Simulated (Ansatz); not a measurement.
Theory: DFT PBE, scalar-relativistic, plane waves, PAW (Ansatz). All cells share a 420 eV cutoff and Γ-centred k meshes spaced at most about 0.3 Å⁻¹ (about 0.25 or finer for metals, 2π included). No spin polarisation.

These are static total energies at zero pressure.

Two forms of Cd2HgTe3 were relaxed alike.

A.

```xyz
6
Lattice="4.3364 0.0000 0.0000 -2.1682 3.7554 0.0000 0.0000 0.0000 10.6420" Properties=species:S:1:pos:R:3 pbc="T T T"
Cd    0.0000    2.5036    7.0949
Cd    2.1682    1.2518    3.5471
Hg    0.0000    0.0000    0.0000
Te    0.0000    0.0000    5.3210
Te    0.0000    2.5036    1.8158
Te    2.1682    1.2518    8.8262
```

B.

```xyz
6
Lattice="4.6900 0.0000 0.0000 -2.3450 4.0616 0.0000 0.0000 0.0000 11.4735" Properties=species:S:1:pos:R:3 pbc="T T T"
Cd    0.0000    0.0000    0.0064
Cd    2.3450    1.3539    3.8249
Hg    0.0000    2.7078    7.6489
Te    0.0000    0.0000    8.6130
Te    0.0000    2.7078    4.7689
Te    2.3450    1.3539    0.9533
```

Problem. Which is lower in energy, and by how much?

Solution. B is lower, by 176 meV/atom. A has Cd and Hg ordered on rock salt sites, space group P-3m1 (No. 164), 28.9 Å³/atom and no gap on its mesh; B has Cd and Hg ordered on zinc blende sites, space group P3m1 (No. 156), 36.4 Å³/atom and no gap. Counting Te atoms around Cd and Hg (those within 1.25 times the shortest such distance or 1.15 times the sum of covalent radii), A has Cd 6, Hg 6 and B has Cd 4, Hg 4. The lower one is the more open, so pressure narrows the difference. In A, Cd is surrounded by 6 Te at 3.04–3.07 Å; Hg is surrounded by 6 Te at 3.09 Å; around Te on a site of symmetry -3m lie 6 Cd at 3.07 Å; 1 more site not described. In B, Cd on its first site has 4 Te at 2.87 Å; Hg has 4 Te at 2.87–2.88 Å; Te on its first site is surrounded by 1 Cd at 2.87 Å and 3 Hg at 2.87 Å; 3 more sites not described. Both come from invented guesses.

Spin–orbit coupling, which can matter for Hg and Te, is left out. Cells relaxed within their symmetry can be saddle points.

The preference for B follows the tetrahedral bonding familiar from CdTe and HgTe. Cation s and p states combine with Te p states into directional, partly covalent bonds, and four contacts near 2.87 Å evidently bind better than six at 3.04–3.09 Å. The compound is not ionic enough for the denser packing to repay the weaker individual bonds. Within B, the Cd–Te and Hg–Te lengths are almost equal, as expected when relativistic contraction of the Hg 6s shell offsets the extra shell. Ordering the two cations therefore costs little size-mismatch strain.

The missing gap in B should not be read as metallic or semimetallic behaviour. Cd-rich mercury cadmium telluride alloys are semiconductors, and PBE probably places the cation-s conduction states, especially those with Hg character, too low relative to the Te p valence band. The energy difference supports tetrahedral over octahedral coordination for these two ordered cells, but does not show that B is stable against separation into CdTe and HgTe.
